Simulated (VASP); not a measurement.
# AlN, energy difference of two geometries: which settings are enough?

AlN, Fm-3m (no. 225), 2 atoms in the cell. PBE, energy difference of two geometries; PAW potentials Al, N (PBE set). VASP 6.6.1.

Wanted: energy difference within 0.5 meV/atom.

What the run is for: energy difference; Accuracy asked: standard; Second geometry: volume scaled by 1.06.

The series start from Plane-wave cutoff (eV): 520; k-point mesh: 9 × 9 × 9; Precision mode (PREC): Accurate; Electronic threshold (eV): 1e-6; Aspherical gradient terms in the spheres (LASPH): yes; Electronic algorithm: ALGO=Normal. Each series keeps the choices made before it, and each single choice may use up half of a tolerance. Times cover all steps of a run.

## Plane-wave cutoff (eV)

| Plane-wave cutoff (eV) | Energy difference (meV/atom) | Time (s) |
|---|---|---|
| 320 | 10.16 | 8.1 |
| 400 | 21.85 | 13 |
| 460 | 21.21 | 16 |
| 520 | 21.26 | 14 |
| 600 | 21.24 | 20 |
| 700 | 21.23 | 37 |
| 840 (reference) | 21.14 | 34 |

Chosen: 460, the loosest value from which every tighter one stays within half of the tolerance.

## k-point mesh

| k-point mesh | Energy difference (meV/atom) | Time (s) |
|---|---|---|
| 3 × 3 × 3 | 17.48 | 5.8 |
| 4 × 4 × 4 | 20.83 | 9.1 |
| 5 × 5 × 5 | 20.97 | 6.8 |
| 6 × 6 × 6 | 21.15 | 9.7 |
| 8 × 8 × 8 | 21.28 | 12 |
| 9 × 9 × 9 | 21.21 | 16 |
| 12 × 12 × 12 | 21.15 | 20 |
| 15 × 15 × 15 | 21.12 | 39 |
| 18 × 18 × 18 (reference) | 21.18 | 50 |

Chosen: 5 × 5 × 5.

## Precision mode (PREC)

| Precision mode (PREC) | Energy difference (meV/atom) | Time (s) |
|---|---|---|
| SingleN | 20.47 | 3.5 |
| Normal | 20.88 | 4.6 |
| Single | 20.94 | 6.6 |
| Accurate (reference) | 20.97 | 6.8 |

Chosen: Normal.

## Electronic threshold (eV)

| Electronic threshold (eV) | Energy difference (meV/atom) | Time (s) |
|---|---|---|
| 0.001 | 20.89 | 3.1 |
| 0.0001 | 20.89 | 3.7 |
| 1e-5 | 20.88 | 3.6 |
| 1e-6 | 20.88 | 4.6 |
| 1e-7 | 20.88 | 4.3 |
| 1e-8 (reference) | 20.88 | 4.3 |

Chosen: 0.001.

## Aspherical gradient terms in the spheres (LASPH)

| Aspherical gradient terms in the spheres (LASPH) | Energy difference (meV/atom) | Time (s) |
|---|---|---|
| yes | 20.89 | 3.1 |
| no | 20.89 | 2.5 |

Chosen: yes; no other choice that stays within half of the tolerance saves 30 % of the time.

## Electronic algorithm

| Electronic algorithm | Energy difference (meV/atom) | Time (s) |
|---|---|---|
| ALGO=Normal | 20.89 | 3.1 |
| ALGO=Fast | 20.90 | 3.5 |
| ALGO=VeryFast | 20.89 | 3.5 |
| ALGO=All ISEARCH=1 | 20.89 | 3.8 |
| ALGO=All ISEARCH=0 | 20.89 | 3.7 |
| ALGO=Damped TIME=0.4 | 20.97 | 3.9 |
| ALGO=Damped TIME=0.1 | 20.20 | 4.8 |

Chosen: ALGO=Normal.

## All choices together

| Input | Energy difference (meV/atom) | Time (s) |
|---|---|---|
| the program's defaults (naive) | 21.07 | 2.6 |
| chosen settings | 20.89 | 3.1 |
| reference settings throughout | 21.13 | 120 |

The tolerance is met.

## The input

INCAR:
```
  GGA = PE
  ISMEAR = 0
  SIGMA = 0.03
  LWAVE = F
  LCHARG = F
  ISIF = 2
  PREC = Normal
  LASPH = T
  LREAL = F
  ALGO = Normal
  EDIFF = 0.001
  NELM = 120
  GGA_COMPAT = F
  ENCUT = 460
  EFERMI = MIDGAP
```

KPOINTS:
```
Automatic mesh
0
Gamma
  5 5 5
  0 0 0
```

POSCAR.step1:
```
AlN
1.0
    0.0000000000      2.0345180000      2.0345180000
    2.0345180000      0.0000000000      2.0345180000
    2.0345180000      2.0345180000      0.0000000000
Al N
1 1
Direct
    0.5000000000      0.5000000000      0.5000000000
    0.0000000000      0.0000000000      0.0000000000
```

POSCAR.step2:
```
AlN
1.0
    0.0000000000      2.0744206402      2.0744206402
    2.0744206402      0.0000000000      2.0744206402
    2.0744206402      2.0744206402      0.0000000000
Al N
1 1
Direct
    0.5000000000      0.5000000000      0.5000000000
    0.0000000000      0.0000000000      0.0000000000
```

Commands (each step's output is kept before the next begins):
```
cat potpaw_PBE.64/Al/POTCAR potpaw_PBE.64/N/POTCAR > POTCAR
cp POSCAR.step1 POSCAR
mpirun -np 1 vasp_std > vasp.out
cp POSCAR.step2 POSCAR
mpirun -np 1 vasp_std > vasp.out
```

The naive input happens to agree within the tolerance here, in 2.6 s.

The chosen input took VASP 6.6.1 3.1 s on 1 core (AMD EPYC 7R43 (Zen 3)), a shared host.

## An input that fails: too few bands

VASP's message: The number of bands is not sufficient to hold all electrons. I am sorry, but this calculation does not make sense. If you want to calculate only selected states, you need to set either EFERMI or EREF. EREF specifies around which energy states are supposed to be calculated. I found NBANDS = 3, NELECT = ….

Changes against the starting input:
```
- NELM = 120
+ NELM = 91
+ NBANDS = 3
```
